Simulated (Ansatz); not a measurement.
Bulk crystal (GaP) after relaxation:

Space group F-43m (No. 216). a = 5.505 Å, b = 5.505 Å, c = 5.505 Å, α = 90.00°, β = 90.00°, γ = 90.00°
| atom | site | symmetry | x | y | z |
| --- | --- | --- | --- | --- | --- |
| Ga | 4a | -43m | 0.0000 | 0.0000 | 0.0000 |
| P | 4c | -43m | 0.2500 | 0.2500 | 0.2500 |

Miller indices refer to the conventional cell of F-43m (No. 216), a = 5.505 Å, b = 5.505 Å, c = 5.505 Å, α = 90.00°, β = 90.00°, γ = 90.00°. The bulk's gap is 1.58 eV.

The (111) slab of 8 planes, 10.3 Å thick with 15 Å of vacuum as cut; outer planes Ga (top) and P (bottom).

These are results of Ansatz 0.2.0, DFT PBE, scalar-relativistic, plane waves, PAW, not measurements. Plane waves to 420 eV, a k mesh through Γ of 9×9×1 on the computed 8-atom cell and Gaussian smearing (0.05 eV); no spin polarisation. A dipole correction removes the field between periodic images along c.

This cut of an insulator is polar or leaves open shells, so the slab is metallic here; real surfaces compensate by reconstruction or adsorbates.

Results for the relaxed slab:

For the relaxed slab, the surface energy (mean of both faces) is 1.42 J/m² and the gap of the slab on the mesh is none (metal or semimetal). The work function is 3.54 eV (top), 6.05 eV (bottom). The dipole of the slab along +c, per cell is 0.18 e·Å.

Relaxation lowers the energy by 0.043 J/m² a face; the largest move is 0.100 Å.

| plane (bottom to top) | atoms | spacing to next, bulk (Å) | relaxed (Å) | change (%) |
| --- | --- | --- | --- | --- |
| 1 | P | 0.795 | 0.700 | -11.9 |
| 2 | Ga | 2.384 | 2.504 | +5.0 |
| 3 | P | 0.795 | 0.734 | -7.6 |
| 4 | Ga | 2.384 | 2.464 | +3.4 |
| 5 | P | 0.795 | 0.744 | -6.3 |
| 6 | Ga | 2.384 | 2.490 | +4.4 |
| 7 | P | 0.795 | 0.700 | -11.9 |
| 8 | Ga |  |  |  |